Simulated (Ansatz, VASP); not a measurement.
# P in VASP and in Ansatz

```
P
1.0
     2.39048    0.06717    0.00000
     0.06717    2.39048    0.00000
     0.00000    0.00000    2.39065
P
1
Direct
  0.00000 0.00000 0.00000
```

Change from the starting cell: strain +0.0562 x Voigt [0, 0, 0, 0, 0, 1], atoms carried along.

Alike in both runs: task single point; functional PBEsol; dispersion D3(BJ); k mesh 24 × 24 × 24; occupations gaussian, width 0.15 eV; no spin polarisation.

|  | VASP | Ansatz |
| --- | --- | --- |
| version | VASP 6.6.1 | Ansatz 0.2.0 |
| potentials or method | VASP PAW PBE potentials, release 64 (P) | scalar-relativistic, plane waves, PAW |
| plane-wave cutoff (eV) | 520 | 420 |
| valence electrons in the cell | 5 | 5 |

|  | VASP | Ansatz | Ansatz less VASP |
| --- | --- | --- | --- |
| gap on the k mesh at the Fermi level (eV) | none | none | - |
| pressure (GPa) | 0.2 | 0.1 | -0.10 |
| largest component of the traceless stress (GPa) | 3.71 | 3.72 | +0.003 |

A gap of «none» marks a metal or a gap that the smearing closes.

Caveats: the PAW data sets were made with another functional, which shifts forces and pressure a little (VASP); pairwise dispersion overbinds metals, which lowers pressure and volume.
